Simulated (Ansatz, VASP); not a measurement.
## Two plane-wave programs on KI

Contents of INCAR:

```
PREC = Accurate
ENCUT = 520
EDIFF = 1E-6
ISMEAR = 0
SIGMA = 0.01
LREAL = False
LASPH = True
NELM = 80
ALGO = Normal
ISIF = 2
LWAVE = False
LCHARG = False
GGA = PE
NBANDS = 15
```

The input KPOINTS:

```
Automatic mesh
0
Gamma
  6 6 6
```

The input POSCAR:

```
KI
1.0
    4.2909401194      0.0000000000      0.0000000000
    0.0000000000      4.2909401194      0.0000000000
    0.0000000000      0.0000000000      4.2909401194
K I
1 1
Direct
    0.0000000000      0.0000000000      0.0000000000
    0.5000000000      0.5000000000      0.5000000000
```

Input for Ansatz:

```yaml
crystal:
  lattice:
    - [4.2909401194, 0.0, 0.0]
    - [0.0, 4.2909401194, 0.0]
    - [0.0, 0.0, 4.2909401194]
  atoms:
    - { symbol: K, position: [0.0, 0.0, 0.0] }
    - { symbol: I, position: [0.5, 0.5, 0.5] }
kpoints:
  mp_grid: { grid: [6, 6, 6] }
  band_path:
    path:
      - [0.0, 0.0, 0.0]
      - [0.0, 0.5, 0.0]
      - [0.5, 0.5, 0.0]
      - [0.5, 0.5, 0.5]
      - [0.0, 0.5, 0.5]
    npoints: 1
hamiltonian:
  xc: pbe
scf:
  occupations: { method: fixed }
  n_extra_bands: 4
output:
  forces: true
  stress: true
  eigenvalues: true
```

Alike in both runs: task single point; functional PBE; k mesh 6 × 6 × 6; no spin polarisation.

|  | VASP | Ansatz |
| --- | --- | --- |
| version | VASP 6.6.1 | Ansatz 0.2.0 |
| potentials or method | VASP PAW PBE potentials, release 64 (K_sv, I) | plane waves, PAW |
| plane-wave cutoff (eV) | 520 | 420 |
| occupations | gaussian, width 0.01 eV | fixed |
| valence electrons in the cell | 16 | 26 |

```csv
,VASP,Ansatz,Ansatz less VASP
gap on the k mesh at the Fermi level (eV),3.33,3.33,+0.004
pressure (GPa),0.5,0.5,-0.03
```

The two sets of potentials don't hold the same shells in valence.

Caveats: spin-orbit coupling is left out, which moves the levels of the heavy elements. A k mesh can miss the band edges. Expect the measured gap to be larger: semilocal functionals such as PBE lack the derivative discontinuity.
